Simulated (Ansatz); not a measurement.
**Te, bcc: geometry optimisation**

The calculation used DFT, revPBE, plane waves (420 eV) with PAW, scalar-relativistic (Ansatz). (PAW data from PBE, frozen cores regenerated.)

k-point mesh 11×11×11, Fermi-Dirac smearing 0.1 eV, no spin polarisation. Cell and atoms relax.

Starting structure:

```yaml
crystal:
  lattice:
    - [-1.9317963558, 1.9317963558, 1.9317963558]
    - [1.9317963558, -1.9317963558, 1.9317963558]
    - [1.9317963558, 1.9317963558, -1.9317963558]
  atoms:
    - { symbol: Te, position: [0.0, 0.0, 0.0] }
hamiltonian:
  xc: revpbe
  pseudopotentials:
    kind: paw
    azcp:
      Te: "pseudopotentials/Te.paw.azcp"
basis:
  ecutwfc: 420
  fft_grid_basis: typed
kpoints:
  mp_grid: { grid: [11, 11, 11], shift: [0, 0, 0] }
magnetization:
  spin_polarized: false
scf:
  occupations: { method: fermi_dirac, width: 0.1 }
relax:
  max_steps: 60
  f_tol: 0.01
  cell: {}
```

**Question.** What cell does the relaxation end in?

**Answer.** Im-3m with a = 3.874 Å; 29.06 Å³ per atom against 28.84 at the start (0.8 %).

**Question.** How much energy does the relaxation gain?

**Answer.** 0.2 meV per atom.
